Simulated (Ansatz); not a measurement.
## ZrS$_{2}$ under compression and expansion

```xyz
3
Lattice="3.6300 0.0000 0.0000 -1.8150 3.1437 0.0000 0.0000 0.0000 5.8500" Properties=species:S:1:pos:R:3 pbc="T T T"
Zr    0.0000    0.0000    0.0000
S     0.0000    2.0958    1.4578
S     1.8150    1.0479    4.3922
```

The cell is COD entry 5910006, as deposited and not checked against the literature; nothing was relaxed.

Levels of theory: DFT, PBE, all-electron LAPW, scalar-relativistic (Ansatz 0.2.0); DFT, PBE, PAW with Ansatz's default frozen-core files, scalar-relativistic (Ansatz 0.2.0).

For LAPW: a Γ-centred 10×10×5 k mesh, Fermi–Dirac smearing of 0.01 eV, basis error target 1 meV/atom, no spin polarisation. PAW takes a cutoff of 420 eV at this cell. The Ansatz runs share mesh, smearing and spin set-up. Plane-wave (PAW) pressures include the program's estimate of the Pulay term.

The cell above is scaled evenly, with fractional coordinates and shape held.

| V/V(cell) | V (Å³/atom) | P, LAPW (GPa) | P, PAW (GPa) | gap on the k mesh, LAPW (eV) | free energy over the lowest listed, PAW (meV/atom) |
| --- | --- | --- | --- | --- | --- |
| 0.9400 | 20.917 | 10.25 | 10.23 | 0.77 | 59.6 |
| 0.9600 | 21.362 | ? | ? | ? | ? |
| 0.9800 | 21.807 | 5.20 | 5.18 | 0.82 | 17.3 |
| 0.9900 | 22.030 | 4.09 | 4.07 | 0.83 | 10.8 |
| 1.0000 | 22.252 | 3.03 | 3.01 | 0.84 | 5.9 |
| 1.0100 | 22.475 | 2.02 | 2.00 | 0.85 | 2.5 |
| 1.0200 | 22.698 | 1.06 | 1.04 | 0.85 | 0.4 |
| 1.0400 | 23.143 | -0.73 | -0.75 | 0.87 | 0.0 |
| 1.0600 | 23.588 | -2.35 | -2.36 | 0.88 | 4.4 |

(1) Fill in the row V/V(cell) = 0.9600.

(2) What do Birch–Murnaghan fits to the pressures give?

Results:

(1) P, LAPW (GPa) = 7.60, P, PAW (GPa) = 7.58, gap on the k mesh, LAPW (eV) = 0.79, free energy over the lowest listed, PAW (meV/atom) = 34.9.

(2) LAPW: V0 = 22.96 Å³/atom, B0 = 91 GPa, B0′ = 4.0; PAW: V0 = 22.95 Å³/atom, B0 = 91 GPa, B0′ = 4.0.
